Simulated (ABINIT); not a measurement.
Crystal: GaAs.

```
As Ga
1.0
     0.00000    2.82685    2.82685
     2.82685    0.00000    2.82685
     2.82685    2.82685    0.00000
As Ga
1 1
Direct
  0.75000 0.75000 0.75000
  0.00000 0.00000 0.00000
```

Base run:

```yaml
Program: ABINIT 10.8.3 (patched build)
Functional: SCAN
Potentials_or_basis: JTH PAW PBE v2.0
Cutoff: 544 eV
k_mesh: 8 × 8 × 8
Occupations: fermi-dirac, width 0.05 eV
Spin: no spin polarisation
```

Its results: band gap on the k mesh 0.81 eV, direct; pressure -0.1 GPa.

Q: After a change of settings the same cell gave: band gap on the k mesh 0.39 eV, direct; pressure 0.3 GPa. Which change was it?
A. functional from SCAN to LDA
B. functional from SCAN to revPBE
C. functional from SCAN to BLYP
D. functional from SCAN to WC

A: D.

SCAN gives the wider gap, since meta-GGAs in the generalised Kohn-Sham scheme recover part of the derivative discontinuity.

Caveats: the PAW data sets were made with another functional, which shifts forces and pressure a little.
